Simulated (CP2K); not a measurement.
Runs of CP2K 2026.2 on SnSe. The structure is cubic, space group Fm-3m (No. 225). Conventional cell: a = 6.020 Å, b = 6.020 Å, c = 6.020 Å, α = 90.00°, β = 90.00°, γ = 90.00°. Around Sn (site symmetry m-3m) lie 6 Se at 3.01 Å. Around Se (site symmetry m-3m) lie 6 Sn at 3.01 Å. Measurements of this composition are mostly on another form, of space group No. 62.

| task | level | potentials or basis | spin | smearing | EPS_DEFAULT | k points reduced by the point group | NGRIDS | points a segment of the path (NPOINTS) | bands added on the path | pressure (GPa) |
| --- | --- | --- | --- | --- | --- | --- | --- | --- | --- | --- |
| band structure | PBE | POTENTIAL_UZH Sn GTH-PBE-q4, Se GTH-PBE-q6; TZVP-MOLOPT-PBE-GTH basis | off | fermi-dirac 0.0259 eV | 1.0E-9 | yes | 4 | 8 | 4 | 1.5 |
| band structure | PBE | GTH_SOC_POTENTIALS Sn GTH-PBE-q4, Se GTH-PBE-q6; TZVP-MOLOPT-PBE-GTH basis | SOC, no magnetisation | fermi-dirac 0.05 eV | 1.0E-10 | - | 5 | 8 | 4 | 1.5 |
| band structure | LDA | GTH_POTENTIALS Sn GTH-PADE-q4, Se GTH-PADE-q6; TZVP-MOLOPT-PBE-GTH basis | off | fermi-dirac 0.0259 eV | 1.0E-9 | yes | 5 | 10 | 4 | -3.2 |
| band structure | PBEsol | POTENTIAL_UZH Sn GTH-PBE-q4, Se GTH-PBE-q6; TZVP-MOLOPT-PBE-GTH basis | off | fermi-dirac 0.1 eV | 1.0E-9 | yes | 5 | 6 | 4 | (a) |
| band structure | r2SCAN | POTENTIAL_UZH Sn GTH-SCAN-q4, Se GTH-SCAN-q6; TZVP-MOLOPT-SCAN-GTH basis | off | fermi-dirac 0.1 eV | 1.0E-10 | yes | 5 | 6 | 2 | -2.1 |

Alike in all rows: cell as given; k mesh 8 × 8 × 8.

Estimate the missing entries.

(a) 0.2.

Caveats: the basis of atomic orbitals isn't converged, which shifts pressures, moduli and gaps; the potentials were made for another functional, which shifts forces and pressure (some runs).
